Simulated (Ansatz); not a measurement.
In:

```xyz
1
Lattice="-1.6255 1.6255 2.4737 1.6255 -1.6255 2.4737 1.6255 1.6255 -2.4737" Properties=species:S:1:pos:R:3 pbc="T T T"
In    0.0000    0.0000    0.0000
```

Base run:

- Program: Ansatz 0.2.0
- Functional: PBE
- Potentials or basis: Ansatz PAW
- Cutoff: 420 eV (not typed: the program's choice for these potentials)
- k mesh: 11 × 11 × 11
- Occupations: fermi-dirac, width 0.05 eV
- Spin: no spin polarisation

Its results: band gap on the k mesh none (metal or under the smearing width); pressure 2.0 GPa.

Q: The run is repeated on the same cell with these changes: functional from PBE to PBEsol. What comes out?

A: Band gap on the k mesh none (metal or under the smearing width); pressure -0.9 GPa.

PBEsol binds more tightly than PBE, so the same cell stands under less pressure.

Caveats: spin-orbit coupling is left out, which moves the levels of the heavy elements; the PAW data sets come from PBE, with cores solved anew for the run's functional, which leaves a small shift of forces and pressure (some runs).
